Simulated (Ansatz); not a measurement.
# Li2O: the cost of one run

Program: Ansatz 0.2.0. Level of theory: DFT PBE, scalar-relativistic, plane waves, PAW. These are calculated values, not measurements.

**1. The system as given**

Symmetry: R3m, No. 160, trigonal system. Conventional cell: a = 3.326 Å, b = 3.326 Å, c = 16.296 Å, α = 90.00°, β = 90.00°, γ = 120.00°. Li (site symmetry 3m) has 3 O at 2.04 Å as nearest neighbours. Li (site symmetry 3m) is surrounded by 1 O at 2.04 Å. Around O (site symmetry 3m) lie 4 Li at 2.04 Å.

As a file:

```cif
data_structure
_symmetry_space_group_name_H-M 'P 1'
_symmetry_Int_Tables_number 1
_cell_length_a 5.7615
_cell_length_b 5.7615
_cell_length_c 5.7615
_cell_angle_alpha 33.557
_cell_angle_beta 33.557
_cell_angle_gamma 33.557
_cell_volume 52.05
loop_
_atom_site_label
_atom_site_type_symbol
_atom_site_fract_x
_atom_site_fract_y
_atom_site_fract_z
_atom_site_occupancy
Li1 Li 0.00000 0.00000 0.00000 1
Li2 Li 0.50000 0.50000 0.50000 1
O1 O 0.37500 0.37500 0.37500 1
```

The cell is invented: ordered vacancies on the anion sites of zinc blende (R3m, No. 160). Lengths come from tabulated atomic sizes and are only a guess.

**2. A first look at the guess**

Input file input.yaml:

```yaml
crystal:
  lattice:
    - [1.66320354, 0.96025101, 5.432]
    - [-1.66320354, 0.96025101, 5.432]
    - [0.0, -1.92050202, 5.432]
  atoms:
    - { symbol: Li, position: [0.0, 0.0, 0.0] }
    - { symbol: Li, position: [0.5, 0.5, 0.5] }
    - { symbol: O, position: [0.375, 0.375, 0.375] }
basis:
  ecutwfc: 420
kpoints:
  mp_grid: { grid: [6, 6, 6] }
hamiltonian:
  xc: pbe
scf:
  occupations: { method: gaussian, width: 0.1 }
  lower_state_search: "off"
output:
  forces: true
  stress: true
  eigenvalues: true
```

On the command line:

```console
$ ansatz run input.yaml --threads 1 --pin off --max-ram 2048MiB --backend cpu --events-out ev --progress --plain --runs-dir out
```

Q: Estimate wall time and peak memory on 1 thread of Arm Neoverse V2, shared host.

About 1.2 s, with a peak of 0.28 GiB.
